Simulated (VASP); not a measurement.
AlN:

```
Al N
1.0
     3.11281    0.00000    0.00000
    -1.55640    2.69577    0.00000
     0.00000    0.00000    4.98284
Al N
2 2
Direct
  0.33333 0.66667 0.99653
  0.66667 0.33333 0.49653
  0.33333 0.66667 0.37847
  0.66667 0.33333 0.87847
```

The cell was built by a generator and needn't be a form met in nature.

Base run:

* Program: VASP 6.6.1
* Functional: TB-mBJ
* Potentials or basis: VASP PAW PBE potentials, release 64 (Al, N)
* Cutoff: 520 eV
* k mesh: 12 × 12 × 5
* Occupations: gaussian, width 0.03 eV
* Spin: no spin polarisation

Its results: band gap on the k mesh 5.35 eV, direct.

The run is repeated on the same cell with these changes: functional from TB-mBJ to LDA; potentials or basis from VASP PAW PBE potentials, release 64 (Al, N) to VASP PAW LDA potentials, release 64 (Al, N). What comes out?

Band gap on the k mesh 4.22 eV, direct.
